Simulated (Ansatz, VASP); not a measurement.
**One calculation of Te2Mo, two programs**

Contents of INCAR:

```
SYSTEM = Te2Mo
PREC = Accurate ; ENCUT = 520
EDIFF = 1E-6 ; ISMEAR = -1
SIGMA = 0.05 ; LREAL = .FALSE.
LASPH = .TRUE. ; NELM = 100
ALGO = Normal ; ISIF = 2
LWAVE = .FALSE. ; LCHARG = .FALSE.
LMAXMIX = 4 ; GGA = RP
NBANDS = 35
```

KPOINTS

```
regular mesh
0
G
  9 9 2
  0 0 0
```

Contents of POSCAR:

```
Te2Mo
1.0
    3.5182000000      0.0000000000      0.0000000000
   -1.7591000000      3.0468505756      0.0000000000
    0.0000000000      0.0000000000     13.9736000000
Te Mo
4 2
Direct
    0.6666666667      0.3333333333      0.3790000000
    0.3333333333      0.6666666667      0.8790000000
    0.6666666667      0.3333333333      0.1210000000
    0.3333333333      0.6666666667      0.6210000000
    0.6666666667      0.3333333333      0.7500000000
    0.3333333333      0.6666666667      0.2500000000
```

KPOINTS_OPT

```
path GMKGALHA,LM,KH
15
line-mode
reciprocal
 0.0000000000  0.0000000000  0.0000000000  G
 0.5000000000  0.0000000000  0.0000000000  M

 0.5000000000  0.0000000000  0.0000000000  M
 0.3333333333  0.3333333333  0.0000000000  K

 0.3333333333  0.3333333333  0.0000000000  K
 0.0000000000  0.0000000000  0.0000000000  G

 0.0000000000  0.0000000000  0.0000000000  G
 0.0000000000  0.0000000000  0.5000000000  A

 0.0000000000  0.0000000000  0.5000000000  A
 0.5000000000  0.0000000000  0.5000000000  L

 0.5000000000  0.0000000000  0.5000000000  L
 0.3333333333  0.3333333333  0.5000000000  H

 0.3333333333  0.3333333333  0.5000000000  H
 0.0000000000  0.0000000000  0.5000000000  A

 0.5000000000  0.0000000000  0.5000000000  L
 0.5000000000  0.0000000000  0.0000000000  M

 0.3333333333  0.3333333333  0.0000000000  K
 0.3333333333  0.3333333333  0.5000000000  H
```

Contents of input.yaml:

```yaml
crystal:
  lattice:
    - [3.5182, 0.0, 0.0]
    - [-1.7591, 3.0468505756, 0.0]
    - [0.0, 0.0, 13.9736]
  atoms:
    - { symbol: Te, position: [0.6666666667, 0.3333333333, 0.379] }
    - { symbol: Te, position: [0.3333333333, 0.6666666667, 0.879] }
    - { symbol: Te, position: [0.6666666667, 0.3333333333, 0.121] }
    - { symbol: Te, position: [0.3333333333, 0.6666666667, 0.621] }
    - { symbol: Mo, position: [0.6666666667, 0.3333333333, 0.75] }
    - { symbol: Mo, position: [0.3333333333, 0.6666666667, 0.25] }
hamiltonian:
  xc: rpbe
  pseudopotentials: { kind: paw }
kpoints:
  mp_grid: { grid: [9, 9, 2] }
  band_path:
    path:
      - [[0.0, 0.0, 0.0], [0.5, 0.0, 0.0], [0.3333333333, 0.3333333333, 0.0], [0.0, 0.0, 0.0], [0.0, 0.0, 0.5], [0.5, 0.0, 0.5], [0.3333333333, 0.3333333333, 0.5], [0.0, 0.0, 0.5]]
      - [[0.5, 0.0, 0.5], [0.5, 0.0, 0.0]]
      - [[0.3333333333, 0.3333333333, 0.0], [0.3333333333, 0.3333333333, 0.5]]
    npoints: 14
scf:
  occupations: { method: fermi_dirac, width: 0.05 }
  n_extra_bands: 15
output:
  forces: true
  stress: true
  eigenvalues: true
  fatbands: false
```

Alike in both runs: task band structure; functional RPBE; k mesh 9 × 9 × 2; occupations fermi-dirac, width 0.05 eV; no spin polarisation.

```csv
,VASP,Ansatz
version,VASP 6.6.1,Ansatz 0.2.0
potentials or method,"VASP PAW PBE potentials, release 64 (Te, Mo_sv)",Ansatz PAW
plane-wave cutoff (eV),520,420
valence electrons in the cell,52,92
```

Ansatz gave:

```
gap on the k mesh at the Fermi level (eV)       : 0.81
least direct gap on the mesh (eV)               : 1.04
gap along the band path (eV)                    : 0.74
pressure (GPa)                                  : 4.9
largest component of the traceless stress (GPa) : 0.58
rms of the force components (eV/Å)              : 0.122
```

What did VASP give for the same quantities?

gap on the k mesh at the Fermi level (eV): 0.80; least direct gap on the mesh (eV): 1.04; gap along the band path (eV): 0.73; pressure (GPa): 4.8; largest component of the traceless stress (GPa): 0.63; rms of the force components (eV/Å): 0.125.

Atom by atom the forces differ by 0.003 eV/Å (rms over components). With one functional, cell and mesh, what is left measures potentials, basis and numerics. The two sets of potentials don't hold the same shells in valence.

Caveats: spin-orbit coupling is left out, which moves the levels of the heavy elements; this functional lacks dispersion, which binds the layers, so the pressure and a relaxed spacing across them are unreliable; the PAW data sets were made with another functional, which shifts forces and pressure a little (VASP); the k mesh misses the band edges, so the gap on the mesh is wider than the one along the path (Ansatz); the PAW data sets come from PBE, with cores solved anew for the run's functional, which leaves a small shift of forces and pressure (Ansatz). As with any semilocal functional, this RPBE gap is likely too small.
